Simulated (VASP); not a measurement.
Runs of VASP 6.6.1 on Ta. It takes space group Fm-3m (No. 225, cubic). Conventional cell: a = 4.160 Å, b = 4.160 Å, c = 4.160 Å, α = 90.00°, β = 90.00°, γ = 90.00°. Ta (site symmetry m-3m) is surrounded by 12 Ta at 2.94 Å. This isn't the form of Ta at room conditions, which is bcc.

```tsv
task	level	potentials or basis	cell	cutoff (eV)	gap on the mesh (eV)	pressure (GPa)	relaxed volume (Å³/atom)
relaxation of cell and atoms	PBEsol	VASP PAW PBE potentials, release 64 (Ta_pv)	relaxed	600	none	0.0	18.22
relaxation of cell and atoms	PBE+D3(BJ)	VASP PAW PBE potentials, release 64 (Ta_pv)	relaxed	600	none	0.0	(a)
single point	PBEsol	VASP PAW PBE potentials, release 64 (Ta_pv)	as given	520	none	(b)	-
relaxation of cell and atoms	PBEsol	VASP PAW PBE potentials, release 64 (Ta_pv)	relaxed	300	none	0.0	18.16
relaxation of cell and atoms	LDA	VASP PAW LDA potentials, release 64 (Ta_pv)	relaxed	600	none	0.0	17.81
```

Alike in all rows: no spin polarisation; k mesh 18 × 18 × 18; smearing gaussian 0.1 eV.

Problem. Estimate the missing entries.

Solution. (a) 18.29; (b) 2.4.

Caveats: the PAW data sets were made with another functional, which shifts forces and pressure a little (some runs); pairwise dispersion overbinds metals, which lowers pressure and volume (some runs).

A k mesh can miss the band edges, and the runs leave out spin-orbit coupling on Ta.

A gap of «none» marks a metal or a gap under the smearing width.
